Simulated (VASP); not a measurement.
A series in volume per atom on SiC

All results are calculated (VASP 6.6.1). Plane-wave PAW density functional theory at fixed cell and atoms, no spin polarisation; stress and pressure are positive in compression.

Cell of the first row (space group F-43m, No. 216):
```
CELL_PARAMETERS angstrom
0.00000 2.09090 2.09090
2.09090 0.00000 2.09090
2.09090 2.09090 0.00000
ATOMIC_POSITIONS crystal
Si 0.00000 0.00000 0.00000
C 0.25000 0.25000 0.25000
```

Settings of every row: functional PBE; spin orbit no; screening parameter 0 Å⁻¹; occupations Fermi-Dirac; smearing width 0.02 eV; wave cutoff 520 eV; datasets recommended PBE set; valence electrons 8; k mesh a 10; k mesh b 10; k mesh c 10.

| row | volume per atom (Å³) | pressure (GPa) |
| --- | --- | --- |
| 1 | 9.142 | 38.42 |
| 2 | 9.43 | 28.08 |
| 3 | 9.725 | 18.88 |
| 4 | 10.026 | ? |
| 5 | 10.332 | 3.51 |
| 6 | 10.646 | -2.86 |
| 7 | 10.965 | -8.46 |
| 8 | 11.291 | -13.37 |
| 9 | 11.623 | -17.64 |

Question: what pressure should row 4 give?

Worked fit of pressure. Take u = (V_r/V)^(2/3) − 1 with V_r = 10.489 Å³ an atom, which is twice the finite (Eulerian) strain; such expansions in the strain, on which the Birch-Murnaghan equation of state is built, carry the rest volume and the bulk modulus. The shown rows have u = 0.09596, 0.07353, 0.05171, 0.0101, -0.00986, -0.02915, -0.04793, -0.06615. Least squares give pressure = 0.207 + 319.6 × u + 779.5 × u² + 411 × u³ GPa; a parabola predicts inner rows, each left out in turn, worse (root mean square 0.054 against 0.009 GPa). The rows lie off it by 0.00, -0.01, 0.01, 0.00, 0.01, 0.00, 0.00, 0.00. The pressure vanishes at u = -0.0006, or V = 10.5 Å³ an atom, and there the bulk modulus at fixed shape and fractions is B = −V dP/dV = (2/3)(1 + u) dP/du = 212 GPa. The withheld row has u = 0.03055, so the fit gives 0.207 + 319.6 × (0.03055) + 779.5 × (0.03055)² + 411 × (0.03055)³ = 10.71 GPa.

The calculation gave 10.72 GPa. The fit lies 0.01 GPa (0.018 % of the column's range) below it, one unit of the last digit.
